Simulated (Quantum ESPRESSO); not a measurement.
# Mid-gap decay constants along [001] of zinc blende and diamond crystals in PBE

The crystals compared here run from the purely covalent C, Si and Ge, through SiC and the III-V phosphides GaP and InP, to the more ionic sulphides ZnS and CdS. All are tetrahedrally bonded, yet an electron with an energy in the gap dies out in them at very different rates. That rate governs leakage through a thin barrier and the depth to which metal states reach into a semiconductor at a contact. The quantity calculated is the decay constant κ of the slowest evanescent state along [001], taken at mid-gap in PBE. The question is whether it follows the gap, the lattice constant or the chemistry. Measured gaps, set beside the computed ones further on, show how far the PBE gaps can be relied on.

## Computational details

Ideal zinc blende and diamond crystals at cubic lattice constants set by hand (in the names, in angstrom; up to 7 per cent off a customary value, not relaxed), so strain is part of the trend. The usual room-temperature form of CdS is another structure or stacking than the one computed for it here. Program: Quantum ESPRESSO 7.5, plane waves, PBE, GBRV ultrasoft, SG15 norm-conserving pseudopotentials, cutoffs 40 to 60 Ry for waves and 200 to 240 Ry for the density, fixed occupations, scalar-relativistic, no spin polarisation, no spin-orbit coupling; k meshes of 6 to 10 divisions in the plane and 4 to 8 along the axis. Complex bands along [001] come from pwcond with energy window 4 Ry, basis threshold 1e-05 and 7 subslabs a slab at the in-plane wavevectors (0, 0), (1/2, 0), (1/2, 1/2) and (1/4, 0) of the zone of the tetragonal cell with in-plane edges a/sqrt(2), on 41 energies in steps of 0.16 eV. The gap is that of the self-consistent k mesh.

Notes on method and selection:

- Semilocal functionals give gaps, and so decay constants, that are too small against experiment.
- Bulk complex bands leave out the interface: band line-up, symmetry matching to an electrode and image charges.
- The decay constants on the energy grid were kept to three decimals in 1/angstrom; interpolated values carry no more. Runs in which pwcond's reduced basis gave spurious channels inside the gap were left out.
- With one fixed mass kappa goes as the square root of the gap; in the two-band k.p limit the mass itself grows with the gap and kappa comes near linear in it, as narrow-gap crystals tend to show.
- Runs that failed checks of pwcond against itself, whose gap is too narrow for the energy step, or whose stored transmission had to be rebuilt from the program's table, are left out.
- Tables of this kind whose fit explains under a quarter of the variance weren't written up, so the strength of the trend here is selected.
- Systems with elements from V to Ni or with open 4f shells were left out wherever spin was off.
- Runs that did not converge, have known faults or may not be shown are not listed, and runs on Ansatz's PAW sets soft_1 and soft_2 are kept to separate tables.

Columns:

- gap (eV): Kohn-Sham gap on the k mesh.
- structure: structure type.
- potentials: pseudopotential set.
- measured gap (eV): measured gap at the crystal's own lattice constant (cited, not computed).
- slowest point: in-plane wavevector of the slowest state at mid-gap.
- gap character: textbook character of the gap in this structure near the usual lattice constant (typed, not from these runs).
- decay constant (1/Å): decay constant kappa = Im kz of the slowest evanescent state along [001], interpolated to mid-gap, least over the listed wavevectors; the transmission falls as exp(-2 kappa z).
- Franz mass (m_e): tunnelling mass of the two-band Franz relation, m = 4 (hbar^2/2m_e) kappa^2 / gap with hbar^2/2m_e = 3.80998 eV angstrom^2.

## Table of results

| member | gap (eV) | structure | potentials | slowest point | gap character | decay constant (1/Å) | Franz mass (m_e) |
| --- | --- | --- | --- | --- | --- | --- | --- |
| Ge, a = 5.472 | 0.412 | diamond | GBRV ultrasoft | zone centre | indirect | 0.043 | 0.068 |
| Si, a = 5.47 | 0.615 | diamond | GBRV ultrasoft | zone centre | indirect | 0.107 | 0.282 |
| CdS, a = 6.178 | 0.735 | zinc blende | GBRV ultrasoft | zone centre | direct at the zone centre | 0.067 | 0.093 |
| CdS, a = 5.762 | 1.188 | zinc blende | GBRV ultrasoft | zone centre | direct at the zone centre | 0.101 | 0.130 |
| SiC, a = 4.161 | 1.231 | zinc blende | GBRV ultrasoft | (1/2, 1/2) | indirect | 0.177 | 0.388 |
| InP, a = 5.662 | 1.236 | zinc blende | GBRV ultrasoft | zone centre | direct at the zone centre | 0.086 | 0.091 |
| SiC, a = 4.38 | 1.382 | zinc blende | GBRV ultrasoft | (1/2, 1/2) | indirect | 0.192 | 0.405 |
| GaP, a = 5.29 | 1.425 | zinc blende | SG15 norm-conserving | zone centre | indirect | 0.138 | 0.204 |
| ZnS, a = 5.45 | 1.994 | zinc blende | GBRV ultrasoft | zone centre | direct at the zone centre | 0.150 | 0.171 |
| C, a = 3.677 | 3.951 | diamond | GBRV ultrasoft | zone centre | indirect | ? | ? |
| C, a = 3.57 | 4.145 | diamond | GBRV ultrasoft | zone centre | indirect | 0.304 | 0.339 |

Cells marked ? are withheld until the estimate has been made.

Least-squares fits to the members shown, with x = gap (eV); R² and errors in the fitted variable (y, or ln y where the fit is in ln y):

| y | members | fit | R² | rms residual | leave-one-out rms | the same for the mean of the others |
| --- | --- | --- | --- | --- | --- | --- |
| decay constant (1/Å) | 10 | ln y = −2.258 + 0.7665 ln x | 0.76 | 0.26 | 0.32 | 0.59 |
| Franz mass (m_e) | 10 | ln y = −1.796 + 0.5342 ln x | 0.27 | 0.53 | 0.63 | 0.69 (fit hardly better) |

## Reading the trend

The gap sets the broad course. κ rises from 0.043 1/Å in Ge to 0.304 1/Å in C at 3.57 Å, and the fit gives it a power of 0.77 of the gap. The leave-one-out error of 0.32 in ln κ is well under the 0.59 of the mean, but it still means a typical miss of some 40 per cent. Tables with weak fits were not written up, so this sample favours a clear trend.

The lattice constant by itself does not decide. Ge, Si and ZnS lie within 5.472 − 5.45 = 0.022 Å of each other, and their κ differs by a factor of 0.150 / 0.043 = 3.5. The strained pairs agree with this: on expansion the gap and κ both fall in CdS, and both rise in SiC.

Chemistry enters through the bands that the evanescent state joins. InP and the smaller SiC cell have almost the same gap, 1.236 and 1.231 eV, but κ differs by 0.177 / 0.086 = 2.1. At a given distance in energy from a band edge, κ² is proportional to the effective mass. In a direct-gap crystal the state links the valence top to a nearby s-like conduction state at the zone centre, and the coupling of the two makes the mass light. In SiC the slowest state lies at (1/2, 1/2), where conduction valleys at the zone boundary project, and the mass is heavier.

The Franz masses follow this division with one exception. The direct-gap members have 0.091 to 0.171 m_e and the indirect ones 0.204 to 0.405 m_e, apart from Ge with 0.068 m_e. Ge is indirect by the textbook, but its s-like conduction state at the zone centre lies low, which makes the light-hole mass small. The label "indirect" is therefore less telling than the position of that state.

## Predicting the missing value

Plain estimates from the members shown:

- C, a = 3.677, fit at x = 3.951: 0.300 1/Å
- C, a = 3.677, geometric interpolation between ZnS, a = 5.45 and C, a = 3.57: w = (3.951 − 1.994) / (4.145 − 1.994) = 0.910, so 0.150 × (0.304 / 0.150)^0.910 = 0.285 1/Å

The closest relative of the withheld member is the same crystal at 3.57 Å, with the same potentials. Starting from it removes most of the chemical scatter that burdens the general fit. The interpolation towards ZnS brings in a direct-gap sulphide and with it a lighter mass, so its 0.285 1/Å is probably too low.

What remains is the effect of the expansion. In diamond the mid-gap state at the zone centre grows out of the light-hole band. Its mass goes roughly as the direct gap at the zone centre divided by the square of the momentum coupling. In a simple bond-length scaling both of these fall as 1/a², so the mass stays nearly constant and κ follows the square root of the gap:

0.304 × (3.951 / 4.145)^0.5 = 0.297 1/Å.

The same step between the two SiC cells gives 0.177 × (1.382 / 1.231)^0.5 = 0.188 1/Å against the tabulated 0.192, a miss of 2 per cent for a gap change of 12 per cent. For CdS it gives 0.067 × (1.188 / 0.735)^0.5 = 0.085 against 0.101 1/Å, a larger miss that is expected where the mass grows with a direct gap.

The gap of C changes by only 5 per cent, so the SiC miss scales to about 0.02 × 5 / 12 = 0.008, or 0.002 1/Å. As this rests on a single indirect pair, the error is set at 0.003 1/Å.

**Committed estimate, C, a = 3.677: decay constant = 0.297 ± 0.003 1/Å.**

## How the estimate fared

| member | gap (eV) | structure | potentials | slowest point | gap character | decay constant (1/Å) | Franz mass (m_e) |
| --- | --- | --- | --- | --- | --- | --- | --- |
| C, a = 3.677 | 3.951 | diamond | GBRV ultrasoft | zone centre | indirect | 0.305 | 0.360 |

| member | estimate | decay constant (1/Å) | computed | estimate − computed | miss in error bars |
| --- | --- | --- | --- | --- | --- |
| C, a = 3.677 | committed | 0.297 | 0.305 | −0.008 | 2.7 |
| C, a = 3.677 | fit | 0.300 | 0.305 | −0.005 |  |
| C, a = 3.677 | interpolation | 0.285 | 0.305 | −0.020 |  |

The estimate of 0.297 1/Å falls 0.008 below the computed 0.305, a miss of 2.7 error bars. It is worse than the general fit (0.300) and better than the interpolation towards ZnS (0.285), which was rightly expected to come out low.

Starting from the other diamond cell was sound, since its unchanged value of 0.304 1/Å would have been off by only 0.001. The step that failed was the correction for the gap. The gap falls by 5 per cent on expansion, but κ stays the same within its rounding, so the Franz mass has to rise by 0.360 / 0.339 = 1.06.

The state at the zone centre depends on the direct gap there, while the tabulated gap is indirect and ends at another conduction valley. A possible reading is that mid-gap lies well inside this wide direct gap, where κ changes slowly with energy, so that a small shift of mid-gap matters little. A momentum coupling weakened by the longer bond would make the mass heavier and offset the rest.

The error bar was too narrow because it came from the SiC pair, whose slowest state lies at (1/2, 1/2) and so says little about a zone-centre state. The zone-centre pair, CdS, had already missed by 0.016 1/Å.

## Departures from the trend

Least-squares fits to the whole series, with x = gap (eV); R² and errors in the fitted variable (y, or ln y where the fit is in ln y):

| y | members | fit | R² | rms residual | leave-one-out rms | the same for the mean of the others |
| --- | --- | --- | --- | --- | --- | --- |
| decay constant (1/Å) | 11 | ln y = −2.258 + 0.7704 ln x | 0.81 | 0.25 | 0.30 | 0.63 |
| Franz mass (m_e) | 11 | ln y = −1.795 + 0.5431 ln x | 0.35 | 0.50 | 0.59 | 0.68 |

Largest departures from the fit to the whole series:

| member | decay constant (1/Å) | fit | computed − fit | computed / fit | in rms residuals (of ln y) |
| --- | --- | --- | --- | --- | --- |
| Si, a = 5.47 | 0.107 | 0.072 | +0.035 | 1.49 | 1.6 |
| SiC, a = 4.161 | 0.177 | 0.123 | +0.054 | 1.44 | 1.5 |
| InP, a = 5.662 | 0.086 | 0.123 | −0.037 | 0.70 | 1.4 |
| SiC, a = 4.38 | 0.192 | 0.134 | +0.058 | 1.43 | 1.4 |

No member lies beyond 1.6 rms residuals, but the departures have a pattern: all four direct-gap cells fall below the fit, while Si and both SiC cells lie well above it.

Si is highest in ratio, at 1.49 times the fit. Its small indirect gap of 0.615 eV ends at a valley away from the zone centre, whereas the slowest state belongs to the much wider direct gap at the zone centre. The mass is therefore heavier than such a small gap would suggest, and κ is larger.

The SiC cells lie at 1.44 and 1.43 times the fit. Their slowest state is at (1/2, 1/2), where the conduction valley projects and the valence states lie well below the valence top. It decays essentially as a tail of that valley, whose transverse mass is heavier than that of an s-like edge at the zone centre. With no valence edge close by to bend the curve over, κ at mid-gap is also larger than in a two-band loop across the same gap. The zone-centre state decays faster still, as expected for a wide direct gap.

InP, at 0.70 times the fit, departs the other way. Its gap is direct, and the strong coupling between the s-like conduction state and the valence top gives a light mass, 0.091 m_e in the Franz relation.

## Experiment

| member | quantity | measured | conditions | source |
| --- | --- | --- | --- | --- |
| Ge, a = 5.472 | measured gap (eV) | 0.66 | measured at the crystal's own lattice constant; literature room-temperature gap; not a low-temperature value | [1] |
| SiC, a = 4.161 | measured gap (eV) | 2.4 | measured at the crystal's own lattice constant; literature value; measurement temperature and method not stated; indirect gap | [2] |
| InP, a = 5.662 | measured gap (eV) | 1.42 | measured at the crystal's own lattice constant; literature gap quoted in passing to estimate the DFT error | [3] |
| ZnS, a = 5.45 | measured gap (eV) | 3.85 | measured at the crystal's own lattice constant; literature value at 19 K | [4] |
| C, a = 3.677 | measured gap (eV) | 5.47 | measured at the crystal's own lattice constant; Literature experimental gap used as input, no source or temperature given | [5] |

Sources:

[1] "Electronic structure of Humble defects in Ge and Ge$_{0.8}$Si$_{0.2}$" (2022, arXiv:2206.13726)  
[2] "Insight into the structural, elastic and electronic properties of a new orthorhombic 6O-SiC polytype" (2020, PubMed Central 7200658)  
[3] "Symmetric Versus Nonsymmetric Structure of the Phosphorus Vacancy on InP(110)" (2000, arXiv:cond-mat/0006134)  
[4] "Electronic, vibrational, and thermodynamic properties of ZnS (zincblende and rocksalt structure)" (2009, arXiv:0911.5022)  
[5] "Enhanced Electron Emission Performance and Air‐Surface Stability in ScO‐Terminated Diamond for Thermionic Energy Converters" (2024, PubMed Central 11600692)

The measured quantities are gaps; no measured decay constant is listed. All five computed gaps lie below the measured ones, by 1.42 − 1.236 = 0.18 eV in InP, 0.66 − 0.412 = 0.25 eV in Ge, 2.4 − 1.231 = 1.17 eV in SiC, 5.47 − 3.951 = 1.52 eV in C and 3.85 − 1.994 = 1.86 eV in ZnS. The order is kept except for SiC and InP, which nearly coincide in the calculation but are 1 eV apart in the measurements.

The Ge pair doesn't compare like with like. The measured 0.66 eV is the gap to the L valley. In the compressed cell the states at the in-plane point where L projects are still closed at the energy of the conduction edge, and κ at the zone centre is still rising close below that edge. The computed 0.412 eV therefore ends neither at L nor at the s-like zone-centre state, but at a valley towards X. The difference of 0.25 eV mixes a change of valley with the error of the functional, so for Ge the measured gap can't show how far the PBE gap is to be relied on, as the introduction had hoped.

In the other four crystals the main cause is the semilocal functional. In ZnS it also places the zinc d states too high, and these push the valence top up and narrow the gap further.

Strain enters as well, because the measured crystals have their own lattice constants. InP is computed compressed, which widens its direct gap and hides part of the functional's error, so its small error is flattering. Ge is compressed too, but there the strain acts on the order of the valleys: it raises L against those towards X. In SiC compression lowers the gap, by 1.382 − 1.231 = 0.15 eV between the two cells. In C expansion does so, by 4.145 − 3.951 = 0.19 eV. Both are small parts of the full error.

The ZnS value was taken at 19 K and the Ge value at room temperature, a difference in conditions worth roughly 0.1 eV. The InP value is listed without a temperature but is the low-temperature gap; against the smaller room-temperature gap the difference from the calculation would be smaller still. For SiC and C the temperature isn't known.

## Summary

The gap sets the scale of κ, and the chemistry changes it by up to about a factor of two through the bands that the state joins. The lattice constant acts through both and gives no rule of its own.

For gaps of 0.4 to 4.1 eV, κ ≈ 0.105 × gap^0.77 (1/Å, gap in eV) estimates a new member to about 35 per cent. For a strained cell of a known crystal, scaling its sister cell by the square root of the gap missed by about 2 per cent in SiC, 3 per cent in C and 16 per cent in CdS. That is a good start, though in C the general fit came slightly closer.

In units of practice, the thickness that cuts the transmission tenfold is ln 10 / (2κ): 2.303 / (2 × 0.086) = 13.4 Å in InP, 2.303 / (2 × 0.177) = 6.5 Å in the smaller SiC cell with nearly the same gap, and 2.303 / (2 × 0.305) = 3.8 Å in expanded C.

Two omissions can exceed this scatter. Correcting the ZnS gap by 3.85 / 1.994 = 1.93 would raise κ by roughly 40 per cent at fixed mass and 90 per cent if κ is linear in the gap. At a real contact the Fermi level may lie near a band edge, where κ in a direct-gap crystal falls towards zero.
